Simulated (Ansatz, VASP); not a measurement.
# GaSb in VASP and in Ansatz

```xyz
2
Lattice="0.0000 3.0590 3.0590 3.0590 0.0000 3.0590 3.0590 3.0590 0.0000" Properties=species:S:1:pos:R:3 pbc="T T T"
Ga    0.0000    0.0000    0.0000
Sb    4.5885    4.5885    4.5885
```

Alike in both runs: task single point; functional LDA; k mesh 16 × 16 × 16; occupations gaussian, width 0.15 eV; no spin polarisation.

```csv
,VASP,Ansatz
version,VASP 6.6.1,Ansatz 0.2.0
potentials or method,"VASP PAW LDA potentials, release 64 (Ga_d, Sb)","scalar-relativistic, plane waves, PAW"
plane-wave cutoff (eV),520,420
valence electrons in the cell,18,28
```

Ansatz gave:

- gap on the k mesh at the Fermi level (eV): none
- pressure (GPa): -1.7

Task: Estimate VASP's values.

Result: gap on the k mesh at the Fermi level (eV): none; pressure (GPa): -1.6.

A gap of «none» marks a metal or a gap that the smearing closes. The two sets of potentials don't hold the same shells in valence.

Caveats: this crystal is a semiconductor, whose small gap the functional closes, so the metal is an error of the method. The runs have no spin-orbit coupling, so splittings on Sb are missing.
